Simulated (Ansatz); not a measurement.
**B: a trial structure relaxed, part 1 of 2**

Where does this trial cell of B go when cell and atoms are let free?

Method: DFT PBE, scalar-relativistic, plane waves, PAW, in Ansatz 0.2.0.

### Step 1. Starting point

It takes space group Imm2 (No. 44, orthorhombic). Conventional cell: a = 2.713 Å, b = 5.262 Å, c = 4.472 Å, α = 90.00°, β = 90.00°, γ = 90.00°. B (site symmetry m) is surrounded by 3 B at 1.61 Å. Around B (site symmetry m) lie 4 B at 1.61 Å.

Coordinates:

```
CELL_PARAMETERS angstrom
-1.35627 2.63118 2.23623
1.35627 -2.63118 2.23623
1.35627 2.63118 -2.23623
ATOMIC_POSITIONS crystal
B 0.01163 0.26301 0.74862
B 0.51439 0.26301 0.25138
B 0.25895 0.60571 0.65324
B 0.95247 0.60571 0.34676
```

Recipe of the guess: 3-, 4-connected net of one element (Imm2, No. 44). Lengths come from tabulated atomic sizes and are only a guess.

### Step 2. A first look at the guess

Input file input.yaml:

```yaml
crystal:
  lattice:
    - [-1.35626737, 2.6311771, 2.23623024]
    - [1.35626737, -2.6311771, 2.23623024]
    - [1.35626737, 2.6311771, -2.23623024]
  atoms:
    - { symbol: B, position: [0.01162965, 0.26300891, 0.74862074] }
    - { symbol: B, position: [0.51438816, 0.26300891, 0.25137926] }
    - { symbol: B, position: [0.25894715, 0.60570771, 0.65323944] }
    - { symbol: B, position: [0.95246827, 0.60570771, 0.34676056] }
basis:
  ecutwfc: 420
kpoints:
  mp_grid: { grid: [8, 8, 8] }
hamiltonian:
  xc: pbe
scf:
  occupations: { method: gaussian, width: 0.1 }
  lower_state_search: "off"
output:
  forces: true
  stress: true
  eigenvalues: true
```

Run with:

```bash
$ ansatz run input.yaml --threads 1 --pin off --max-ram 2560MiB --backend cpu --events-out ev --progress --plain --runs-dir out
```

What it wrote (excerpt; [...] marks lines left out):

```text
[...]
SCF converged after 6 iterations
Free energy (F): -619.315914 eV
[...]
E sigma→0 (E₀):  -619.312677 eV
Entropy (-TS):   -0.006474 eV (-1.618 meV/atom)
Fermi energy:    7.084707 eV
[...]
--- Forces (eV/Å), atoms counted from 1 ---
  atom   1  B      0.00000000    -0.09795226     0.18213971
  atom   2  B      0.00000000     0.09795226     0.18213971
  atom   3  B      0.00000000    -0.12103156    -0.18214105
  atom   4  B      0.00000000     0.12103156    -0.18214105
[...]
--- Stress (GPa, compression-positive) ---
       56.492398       0.000000       0.000000
        0.000000      18.374085       0.000000
        0.000000       0.000000      33.724218
  P = ⅓ Tr σ = 36.1969 GPa (361.969 kbar)
--- Band table (eV; the first three rows and the last of 95) ---
  k-point 0: bands = ["-6.4964", "1.6089", "2.5699", "3.7212", "5.4496", "7.4436", "8.6212", "10.6434", "12.1180", "14.6411"]
[...]
```

Wall time 5.2 s (1 thread of Arm Neoverse N1, shared host); peak memory 0.3 GiB.

The probe gives pressure 36.2 GPa, largest force 0.22 eV/Å, gap on this mesh none (metal). A guess like this is first relaxed loosely on the coarse mesh.

### Step 3. Coarse relaxation

input.yaml: that of step 2 with these lines changed.

```diff
@@ -23 +23,6 @@
   eigenvalues: true
+relax:
+  adjacent_minimum: "off"
+  f_tol: 0.04
+  max_steps: 70
+  cell: { stress_tol: 0.4 }
```

Run with:

```bash
$ ansatz run input.yaml --threads 1 --pin off --max-ram 2560MiB --backend cpu --events-out ev --progress --plain --runs-dir out
```

What it wrote:

```text
Warning: RAYON_NUM_THREADS=1 ignored (pool sized by the plan → 1); use --threads N
Engine: ansatz 0.2.0, aarch64-unknown-linux-gnu
Pseudopotentials: kind: paw
Pseudopotential: B, paw, valence charge 3, recommended cutoff 420 eV (normal), B.paw.azcp
Functional definition: PBE
  parameter kappa = 0.804
  parameter beta = 0.06672455060314922
  exchange = pbe_x(kappa = kappa, mu = beta*pi^2/3)
  correlation = pbe_c(beta = beta)
Crystal: 4 atoms, lattice volume = 31.921 Å³
Basis set: ecut = 420 eV, 631 PW (Γ), exchange–correlation on 50×50×50 points (8 copies of the dense FFT grid, shifted against one another)
Bands: 10, of which v1, the nominal top of the filled ones, is band 6 counted from 1 (5 counted from 0)
Symmetry: 4 space group operations
Space group: Imm2 (ITA 44), of the structure as read, at distance tolerance 3.2e-5 Å
k-points: 95 of 512 (time reversal used)
Non-local potential: B, projectors of the file, l = 0: 2, l = 1: 2, l = 2: 1
PAW form: soft (Blöchl's): semilocal exchange-correlation on the pseudo side does not see the compensation charge
PAW one-centre angular grid: B, 110 points (default); XC on 64 Gauss nodes
Initial density: superposition of atomic densities (neutral atoms: chi_scale 0, normalization atom), corrected by the library's trained network
Initial wavefunctions: pseudopotential atomic-orbital guess
Functional: x = pbe(κ = 0.804, μ = 0.2195149727645171), c = pbe(β = 0.06672455060314922)
SCF iter   1: F=—  HF=-619.319837 eV  |F-HF|=—  |Δ(HF+E_count)|=         —  Δρ=7.95e-3  dr2=1.66e-2  ethr=1.77e-3  ⟨swp⟩=5.5  Hψ=5951  notcnv=0
preconditioner: auto → none  [metal: Δε(μ)=0.005 eV  Ē_g=9.900 eV  σ=0.100 eV  W_gap=0.03  n_scr=4 (ndim 8)  ℏωp=22.8 eV  f_vac=0.000  D(μ)=1.27/eV (n_scr^D=10)  sad-step TF]
SCF iter   2: F=—  HF=-619.317132 eV  |F-HF|=—  |Δ(HF+E_count)|=   2.70e-3  Δρ=4.46e-3  dr2=5.38e-3  ethr=1.39e-4  ⟨swp⟩=1.0  Hψ=1710  notcnv=0
SCF iter   3: F=—  HF=-619.315915 eV  |F-HF|=—  |Δ(HF+E_count)|=   1.22e-3  Δρ=2.86e-4  dr2=2.10e-5  ethr=4.49e-5  ⟨swp⟩=2.5  Hψ=1519  notcnv=0
SCF iter   4: F=—  HF=-619.315914 eV  |F-HF|=—  |Δ(HF+E_count)|=   6.53e-7  Δρ=8.33e-5  dr2=2.84e-6  ethr=1.75e-7  ⟨swp⟩=2.2  Hψ=1419  notcnv=0
iter 5 did not close the SCF: its close was put off for the readings that it lacked (scf_convergence_deferred on its scf_iter line)
SCF iter   5: F=-619.315914 eV  HF=-619.315914 eV  |F-HF|=3.29e-8  |Δ(HF+E_count)|=   1.67e-7  Δρ=1.33e-5  dr2=6.46e-8  ethr=2.37e-8  ⟨swp⟩=2.5  Hψ=1456  notcnv=0
SCF iter   6: F=-619.315914 eV  HF=-619.315914 eV  |F-HF|=1.75e-9  |Δ(HF+E_count)|=   9.69e-9  Δρ=2.98e-6  dr2=1.81e-9  ethr=5.38e-10  ⟨swp⟩=3.7  Hψ=4546  notcnv=0
SCF 1 converged in 6 iterations: F = -619.315914 eV  dr2 = 1.81e-9
relax step   1: F+E_penalty+E_count = -619.31591388 eV  Δ(F+E_penalty+E_count) = +0.000e0 eV  max|allowed force component| = 1.821e-1 eV/Å  Δτ_max = 0.0000 Å  P = +36.197 GPa  Ω = 31.921 Å³  (6 SCF iters, dr2 threshold 1.00e-7 eV, accepted)
Crystal: 4 atoms, lattice volume = 34.628 Å³
Basis set: ecut = 420 eV, 679 PW (Γ), exchange–correlation on 50×50×50 points (8 copies of the dense FFT grid, shifted against one another)
Initial density: handed on by an earlier stage of this run
Initial wavefunctions: those handed on with the density
iter 1 solved again at ethr=8.20e-4 eV; its pass at ethr=3.10e-3 eV (dr2=9.84e-2 eV) is discarded
SCF iter   1: F=—  HF=-619.893306 eV  |F-HF|=—  |Δ(HF+E_count)|=         —  Δρ=1.43e-2  dr2=9.72e-2  ethr=8.20e-4  ⟨swp⟩=1.0  Hψ=7952  notcnv=0
preconditioner: auto → none  [metal: Δε(μ)=0.009 eV  Ē_g=9.445 eV  σ=0.100 eV  W_gap=0.05  n_scr=4 (ndim 8)  ℏωp=21.9 eV  f_vac=0.000  D(μ)=1.61/eV (n_scr^D=16)]
SCF iter   2: F=—  HF=-619.867754 eV  |F-HF|=—  |Δ(HF+E_count)|=   2.56e-2  Δρ=5.44e-3  dr2=1.16e-2  ethr=8.10e-4  ⟨swp⟩=3.0  Hψ=1758  notcnv=0
SCF iter   3: F=—  HF=-619.865286 eV  |F-HF|=—  |Δ(HF+E_count)|=   2.47e-3  Δρ=8.70e-4  dr2=2.51e-4  ethr=9.69e-5  ⟨swp⟩=2.0  Hψ=1517  notcnv=0
SCF iter   4: F=—  HF=-619.865308 eV  |F-HF|=—  |Δ(HF+E_count)|=   2.14e-5  Δρ=2.72e-4  dr2=1.37e-5  ethr=2.09e-6  ⟨swp⟩=2.5  Hψ=1495  notcnv=0
iter 5 did not close the SCF: its close was put off for the readings that it lacked (scf_convergence_deferred on its scf_iter line)
SCF iter   5: F=-619.865318 eV  HF=-619.865318 eV  |F-HF|=5.10e-8  |Δ(HF+E_count)|=   1.01e-5  Δρ=3.08e-5  dr2=3.11e-7  ethr=1.15e-7  ⟨swp⟩=2.6  Hψ=1512  notcnv=0
SCF iter   6: F=-619.865318 eV  HF=-619.865318 eV  |F-HF|=1.13e-8  |Δ(HF+E_count)|=   1.28e-7  Δρ=7.78e-6  dr2=1.45e-8  ethr=2.59e-9  ⟨swp⟩=3.2  Hψ=4748  notcnv=0
SCF 2 converged in 6 iterations: F = -619.865318 eV  dr2 = 1.45e-8
relax step   2: F+E_penalty+E_count = -619.86531803 eV  Δ(F+E_penalty+E_count) = -5.494e-1 eV  max|allowed force component| = 3.203e-1 eV/Å  Δτ_max = 0.0368 Å  P = +15.908 GPa  Ω = 34.628 Å³  energy of the carried Pulay correction = -4.914e-3 eV  (6 SCF iters, dr2 threshold 4.00e-7 eV, accepted)
Crystal: 4 atoms, lattice volume = 36.602 Å³
Basis set: ecut = 420 eV, 731 PW (Γ), exchange–correlation on 50×50×50 points (8 copies of the dense FFT grid, shifted against one another)
iter 1 solved again at ethr=6.17e-4 eV; its pass at ethr=3.10e-3 eV (dr2=7.40e-2 eV) is discarded
SCF iter   1: F=—  HF=-620.125778 eV  |F-HF|=—  |Δ(HF+E_count)|=         —  Δρ=1.25e-2  dr2=7.35e-2  ethr=6.17e-4  ⟨swp⟩=1.0  Hψ=8024  notcnv=0
preconditioner: auto → none  [metal: Δε(μ)=0.054 eV  Ē_g=9.200 eV  σ=0.100 eV  W_gap=0.29  n_scr=4 (ndim 8)  ℏωp=21.3 eV  f_vac=0.000  D(μ)=0.70/eV (n_scr^D=4)]
SCF iter   2: F=—  HF=-620.107383 eV  |F-HF|=—  |Δ(HF+E_count)|=   1.84e-2  Δρ=4.62e-3  dr2=7.01e-3  ethr=6.12e-4  ⟨swp⟩=2.9  Hψ=1668  notcnv=0
SCF iter   3: F=—  HF=-620.106462 eV  |F-HF|=—  |Δ(HF+E_count)|=   9.21e-4  Δρ=9.97e-4  dr2=2.30e-4  ethr=5.84e-5  ⟨swp⟩=2.0  Hψ=1515  notcnv=0
SCF iter   4: F=—  HF=-620.106518 eV  |F-HF|=—  |Δ(HF+E_count)|=   5.57e-5  Δρ=2.03e-4  dr2=7.29e-6  ethr=1.91e-6  ⟨swp⟩=2.0  Hψ=1513  notcnv=0
iter 5 did not close the SCF: its close was put off for the readings that it lacked (scf_convergence_deferred on its scf_iter line)
SCF iter   5: F=-620.106523 eV  HF=-620.106523 eV  |F-HF|=1.35e-7  |Δ(HF+E_count)|=   4.95e-6  Δρ=2.57e-5  dr2=3.47e-7  ethr=6.08e-8  ⟨swp⟩=2.6  Hψ=1538  notcnv=0
SCF iter   6: F=-620.106523 eV  HF=-620.106523 eV  |F-HF|=1.25e-8  |Δ(HF+E_count)|=   3.37e-8  Δρ=6.43e-6  dr2=7.85e-9  ethr=2.89e-9  ⟨swp⟩=3.2  Hψ=4776  notcnv=0
SCF 3 converged in 6 iterations: F = -620.106523 eV  dr2 = 7.85e-9
relax step   3: F+E_penalty+E_count = -620.10652272 eV  Δ(F+E_penalty+E_count) = -2.412e-1 eV  max|allowed force component| = 3.469e-1 eV/Å  Δτ_max = 0.0549 Å  P = +3.638 GPa  Ω = 36.602 Å³  energy of the carried Pulay correction = -8.252e-3 eV  (6 SCF iters, dr2 threshold 4.00e-7 eV, accepted)
[... from here on, the SCF cycles and remarks between the steps are left out ...]
relax step   4: F+E_penalty+E_count = -620.15442599 eV  Δ(F+E_penalty+E_count) = -4.790e-2 eV  max|allowed force component| = 3.085e-1 eV/Å  Δτ_max = 0.0633 Å  P = -2.173 GPa  Ω = 37.497 Å³  energy of the carried Pulay correction = -9.703e-3 eV  (6 SCF iters, dr2 threshold 4.00e-7 eV, accepted)
relax step   5: F+E_penalty+E_count = -620.18695310 eV  Δ(F+E_penalty+E_count) = -3.253e-2 eV  max|allowed force component| = 1.382e-1 eV/Å  Δτ_max = 0.0411 Å  P = -1.158 GPa  Ω = 37.042 Å³  energy of the carried Pulay correction = -8.971e-3 eV  (6 SCF iters, dr2 threshold 4.00e-7 eV, accepted)
relax step   6: F+E_penalty+E_count = -620.20218925 eV  Δ(F+E_penalty+E_count) = -1.524e-2 eV  max|allowed force component| = 9.239e-2 eV/Å  Δτ_max = 0.0284 Å  P = -0.367 GPa  Ω = 36.612 Å³  energy of the carried Pulay correction = -8.268e-3 eV  (6 SCF iters, dr2 threshold 4.00e-7 eV, accepted)
relax step   7: F+E_penalty+E_count = -620.12758243 eV  Δ(F+E_penalty+E_count) = +7.461e-2 eV  max|allowed force component| = 3.560e-1 eV/Å  Δτ_max = 0.1293 Å  P = +0.570 GPa  Ω = 35.133 Å³  energy of the carried Pulay correction = -5.785e-3 eV  (6 SCF iters, dr2 threshold 4.00e-7 eV, rejected (line search))
relax step   8: F+E_penalty+E_count = -620.21328020 eV  Δ(F+E_penalty+E_count) = -1.109e-2 eV  max|allowed force component| = 4.550e-2 eV/Å  Δτ_max = 0.0496 Å  P = +0.754 GPa  Ω = 36.427 Å³  energy of the carried Pulay correction = -7.963e-3 eV  (7 SCF iters, accepted)
relax step   9: F+E_penalty+E_count = -620.21457222 eV  Δ(F+E_penalty+E_count) = -1.292e-3 eV  max|allowed force component| = 4.230e-2 eV/Å  Δτ_max = 0.0194 Å  P = +0.300 GPa  Ω = 36.573 Å³  energy of the carried Pulay correction = -8.205e-3 eV  (6 SCF iters, dr2 threshold 4.00e-7 eV, accepted)
relax step  10: F+E_penalty+E_count = -620.21470476 eV  Δ(F+E_penalty+E_count) = -1.325e-4 eV  max|allowed force component| = 1.935e-2 eV/Å  Δτ_max = 0.0048 Å  P = -0.197 GPa  Ω = 36.666 Å³  energy of the carried Pulay correction = -8.356e-3 eV  (6 SCF iters, dr2 threshold 4.00e-7 eV, accepted)
relax step  11: F+E_penalty+E_count = -620.21482475 eV  Δ(F+E_penalty+E_count) = -1.200e-4 eV  max|allowed force component| = 5.493e-3 eV/Å  Δτ_max = 0.0033 Å  P = -0.019 GPa  Ω = 36.673 Å³  energy of the carried Pulay correction = -8.369e-3 eV  (6 SCF iters, dr2 threshold 4.00e-7 eV, accepted)
relax step  12: F+E_penalty+E_count = -620.23936829 eV  Δ(F+E_penalty+E_count) = -2.454e-2 eV  max|allowed force component| = 8.309e-3 eV/Å  Δτ_max = 0.0000 Å  P = +0.627 GPa  Ω = 36.673 Å³  stress off target by 1.39e0 GPa  SCF on the basis re-selected at this cell (its energy is not comparable with the rows above)  (6 SCF iters)
relax step  13: F+E_penalty+E_count = -620.23945575 eV  Δ(F+E_penalty+E_count) = -8.746e-5 eV  max|allowed force component| = 6.681e-3 eV/Å  Δτ_max = 0.0059 Å  P = -0.127 GPa  Ω = 36.809 Å³  energy of the carried Pulay correction = -2.411e-4 eV  (6 SCF iters, dr2 threshold 4.00e-7 eV, accepted)
iter 1 solved again at ethr=1.45e-8 eV; its pass at ethr=3.10e-3 eV (dr2=1.74e-6 eV) is discarded
SCF iter   1: F=—  HF=-620.239704 eV  |F-HF|=—  |Δ(HF+E_count)|=         —  Δρ=1.47e-5  dr2=7.12e-9  ethr=1.45e-8  ⟨swp⟩=3.7  Hψ=8672  notcnv=0
preconditioner: auto → none  [metal: Δε(μ)=0.065 eV  Ē_g=9.320 eV  σ=0.100 eV  W_gap=0.34  n_scr=4 (ndim 8)  ℏωp=21.2 eV  f_vac=0.000  D(μ)=1.01/eV (n_scr^D=4)]
iter 2 did not close the SCF: its close was put off for the readings that it lacked (scf_convergence_deferred on its scf_iter line)
SCF iter   2: F=-620.239708 eV  HF=-620.239708 eV  |F-HF|=4.02e-8  |Δ(HF+E_count)|=   3.94e-6  Δρ=7.48e-6  dr2=1.80e-9  ethr=5.93e-11  ⟨swp⟩=2.5  Hψ=1511  notcnv=0
iter 3 did not close the SCF: its close was put off for the readings that it lacked (scf_convergence_deferred on its scf_iter line)
SCF iter   3: F=-620.239708 eV  HF=-620.239708 eV  |F-HF|=2.05e-12  |Δ(HF+E_count)|=   4.05e-8  Δρ=2.36e-7  dr2=1.21e-11  ethr=1.50e-11  ⟨swp⟩=2.0  Hψ=1517  notcnv=0
iter 4 did not close the SCF: its close was put off for the readings that it lacked (scf_convergence_deferred on its scf_iter line)
SCF iter   4: F=-620.239708 eV  HF=-620.239708 eV  |F-HF|=1.14e-13  |Δ(HF+E_count)|=  6.25e-12  Δρ=5.27e-8  dr2=5.72e-13  ethr=1.00e-12  ⟨swp⟩=1.0  Hψ=950  notcnv=0
iter 5 did not close the SCF: its close was put off for the readings that it lacked (scf_convergence_deferred on its scf_iter line)
SCF iter   5: F=-620.239708 eV  HF=-620.239708 eV  |F-HF|=0.00e0  |Δ(HF+E_count)|=  3.41e-13  Δρ=8.84e-9  dr2=2.17e-14  ethr=1.00e-12  ⟨swp⟩=1.0  Hψ=950  notcnv=0
SCF iter   6: F=-620.239708 eV  HF=-620.239708 eV  |F-HF|=1.14e-13  |Δ(HF+E_count)|=  1.14e-13  Δρ=2.25e-9  dr2=1.08e-15  ethr=1.00e-12  ⟨swp⟩=1.4  Hψ=2729  notcnv=0
SCF 14 converged in 6 iterations: F = -620.239708 eV  dr2 = 1.08e-15
relax step  14: F+E_penalty+E_count = -620.23970761 eV  Δ(F+E_penalty+E_count) = -2.519e-4 eV  max|allowed force component| = 6.708e-3 eV/Å  Δτ_max = 0.0000 Å  P = -0.126 GPa  Ω = 36.809 Å³  stress off target by 3.45e-1 GPa  SCF on the basis re-selected at this cell (its energy is not comparable with the rows above)  (6 SCF iters)
basis re-selected at this cell: Δ(F+E_penalty+E_count) = -2.519e-4 eV, ΔP = +0.001 GPa vs the last step (what re-selecting the basis moved, of the pressure what is left beyond the Pulay correction that the steps carried, after the strain that the cell walked since its last selection, with what the two solves' SCF thresholds leave and, on support functions, any second-order correction that the steps lacked; it is no measure of the basis error at this ecutwfc). This SCF's stress stands 3.45e-1 GPa from its target on what of the cell is left free (relax.cell.stress_tol is 4.00e-1 GPa) and its largest allowed force component is 6.71e-3 eV/Å (relax.f_tol is 4.00e-2 eV/Å): within both
SCF converged after 6 iterations
Free energy (F): -620.239708 eV
Harris-Foulkes:  -620.239708 eV  (|F-HF|=1.14e-13)
Internal energy: -620.234671 eV  (E = F + TS)
E sigma→0 (E₀):  -620.237189 eV
Entropy (-TS):   -0.005037 eV (-1.259 meV/atom)
Fermi energy:    5.916893 eV
--- Per-component energies (eV) ---
  E_band       = 9.285531
  E_kinetic    = 183.390762
  E_local      = -131.356952  (includes V_loc(G=0)·N_el)
  E_nonlocal   = 51.260210
  E_hartree    = 31.998968
  E_xc         = -124.574928
  E_vxc        = -147.207809  (∫ρ·V_xc dr)
  E_paw        = -314.470667  (= ΣΔE_a)
  E_vpaw       = -10.798606  (= ΣTr[D̂ρ^β])
  E_aug_tail   = -0.000010  (compensation charges beyond the density's cutoff)
  E_ewald      = -316.482055
  E_smearing   = -0.005037  (= −TS)
  E_closure    = 0.000000  (closes the sum)
  Σ components = -620.239708   (vs F -620.239708, Δ=0.00e0)
--- Forces (eV/Å), atoms counted from 1 ---
  atom   1  B     -0.00000000    -0.00017685    -0.00670841
  atom   2  B      0.00000000     0.00017685    -0.00670841
  atom   3  B      0.00000000    -0.00003311     0.00670840
  atom   4  B      0.00000000     0.00003311     0.00670840
  max |Σ_I F_I| component: 2.27e-8 eV/Å
--- Stress (GPa, compression-positive) ---
       -0.344721       0.000000       0.000000
        0.000000      -0.060816       0.000000
        0.000000       0.000000       0.027160
  P = ⅓ Tr σ = -0.1261 GPa (-1.261 kbar)
--- Band table (eV; the first three rows and the last of 95) ---
  k-point 0: bands = ["-7.0496", "1.6320", "2.1419", "2.9425", "4.1190", "4.5395", "6.2119", "9.6177", "10.3838", "11.6180"]
  k-point 1: bands = ["-6.8025", "1.5786", "1.7606", "3.1888", "3.6194", "4.1705", "6.4183", "8.6193", "10.3018", "12.1068"]
  k-point 2: bands = ["-6.0665", "0.8476", "1.3946", "2.0330", "3.3726", "4.6557", "6.2006", "7.4557", "10.2447", "12.7570"]
  k-point 94: bands = ["-3.6325", "-3.3122", "-0.8822", "1.7055", "1.9741", "6.8890", "9.3806", "10.0942", "12.9483", "13.9710"]
--- Relaxed structure (12 steps of the walk, 11 accepted, 2 SCFs on fresh bases) ---
  F+E_penalty+E_count = -620.23970761 eV   max|allowed force component| = 6.708e-3 eV/Å   (the final SCF, on the basis selected at the relaxed cell)
  cell:  # Å, volume = 36.8091 Å³
    - [-1.5522191748902021, 2.633378392626059, 2.251274427061219]
    - [1.5522191748902021, -2.633378392626059, 2.251274427061219]
    - [1.5522191748902021, 2.633378392626059, -2.251274427061219]
  atoms:
    - { symbol: B, position: [0.04366586065877304, 0.2485189419428428, 0.7951469187159302] }
    - { symbol: B, position: [0.45337202322691256, 0.24851894194284274, 0.20485308128406987] }
    - { symbol: B, position: [0.29783497584233154, 0.6201976755571572, 0.6776373002851743] }
    - { symbol: B, position: [0.9425603752719832, 0.6201976755571574, 0.3223626997148258] }
```

Wall time 1.7 min (1 thread of Arm Neoverse N1, shared host); peak memory 0.33 GiB.

Relaxation path:

```
step  E - E(step 1) (eV/cell)  largest force component (eV/Å)  pressure (GPa)  volume (Å³)
   1                   0.0000                          0.1821           36.20        31.92
   2                  -0.5494                          0.3203           15.91        34.63
   3                  -0.7906                          0.3469            3.64        36.60
   4                  -0.8385                          0.3085           -2.17        37.50
   5                  -0.8710                          0.1382           -1.16        37.04
   6                  -0.8863                          0.0924           -0.37        36.61
   7                  -0.8117                          0.3560            0.57        35.13
   8                  -0.8974                          0.0455            0.75        36.43
   9                  -0.8987                          0.0423            0.30        36.57
  10                  -0.8988                          0.0193           -0.20        36.67
  11                  -0.8989                          0.0055           -0.02        36.67
  12                  -0.9235                          0.0083            0.63        36.67
  13                  -0.9235                          0.0067           -0.13        36.81
  14                  -0.9238                          0.0067           -0.13        36.81
```

Step 1 is the start. Steps 12, 14 each repeat the geometry before them on a plane-wave basis chosen anew, so the energy can jump there without any move. Step 7 was tried and not accepted.

Lengths and angles in the start's conventional setting:

|  | before | after | change |
| --- | --- | --- | --- |
| a (Å) | 2.713 | 3.104 | +14.4 % |
| b (Å) | 5.262 | 5.267 | +0.1 % |
| c (Å) | 4.472 | 4.503 | +0.7 % |
| volume (Å³/atom) | 7.98 | 9.20 | +15.3 % |
| shortest distance (Å) | 1.613 | 1.662 | +3.1 % |
| space group (0.01 Å) | Imm2 | Imm2 | same |

Forces and stress were held to the start's 4 operations: a distortion of lower symmetry was not tested.

(Continued in part 2 of 2.)
